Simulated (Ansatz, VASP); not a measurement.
Given: the input of a run of Ansatz 0.2.0 on WS2 (Tungstenite). 

Contents of input.yaml:

```yaml
crystal:
  lattice:
    - [3.18, 0.0, 0.0]
    - [-1.59, 2.753960784, 0.0]
    - [0.0, 0.0, 12.5]
  atoms:
    - { symbol: W, position: [0.6666666667, 0.3333333333, 0.75] }
    - { symbol: W, position: [0.3333333333, 0.6666666667, 0.25] }
    - { symbol: S, position: [0.6666666667, 0.3333333333, 0.375] }
    - { symbol: S, position: [0.3333333333, 0.6666666667, 0.875] }
    - { symbol: S, position: [0.6666666667, 0.3333333333, 0.125] }
    - { symbol: S, position: [0.3333333333, 0.6666666667, 0.625] }
hamiltonian:
  xc: pbe
  pseudopotentials: { kind: paw }
kpoints:
  mp_grid: { grid: [10, 10, 3] }
scf:
  occupations: { method: gaussian, width: 0.05 }
output:
  forces: true
  stress: true
  eigenvalues: true
```

Potentials or basis: Ansatz PAW.

Launch:

```console
$ ansatz run input.yaml --threads 2 --pin off --max-ram 5632MiB --backend cpu --events-out ev --progress --plain --runs-dir out
```

Task: Translate it to VASP 6.6.1. Potentials or basis there: PBE PAW files S_GW, W_sv_GW, 550 eV.

Result: As run (cutoffs and basis follow the program's own potentials, and thresholds, step limits or extra output files can differ):

INCAR

```
PREC = Accurate
ENCUT = 550
EDIFF = 1E-6
ISMEAR = 0
SIGMA = 0.05
LREAL = False
LASPH = True
NELM = 100
ALGO = Normal
ISIF = 2
LWAVE = False
LCHARG = True
GGA = PE
LELF = True
LVHAR = True
```

Contents of KPOINTS:

```
regular mesh
0
Gamma
  10 10 3
```

File POSCAR:

```
WS2
3.18
    1.000000000000      0.000000000000      0.000000000000
   -0.500000000000      0.866025403774      0.000000000000
    0.000000000000      0.000000000000      3.930817610063
W S
2 4
Direct
    0.6666666667      0.3333333333      0.7500000000
    0.3333333333      0.6666666667      0.2500000000
    0.6666666667      0.3333333333      0.3750000000
    0.3333333333      0.6666666667      0.8750000000
    0.6666666667      0.3333333333      0.1250000000
    0.3333333333      0.6666666667      0.6250000000
```

Potentials or basis: VASP PAW PBE potentials, release 64 (W_sv_GW, S_GW).

The run is started by

```sh
$ cat potpaw_PBE.64/W_sv_GW/POTCAR potpaw_PBE.64/S_GW/POTCAR > POTCAR
$ mpirun -np 1 vasp_std > vasp.out
```

Both were run:

|  | Ansatz | VASP |
| --- | --- | --- |
| Pressure | 2.3 GPa | 1.9 GPa |
| Largest force | 0.129 eV/Å | 0.138 eV/Å |

Ansatz's pressure holds a Pulay term of +0.03 GPa for its cutoff of 420 eV, which the other run lacks.

Where Ansatz's input types no cutoff or centring, it takes its own default and a Γ-centred mesh.

Pressure is positive in compression.
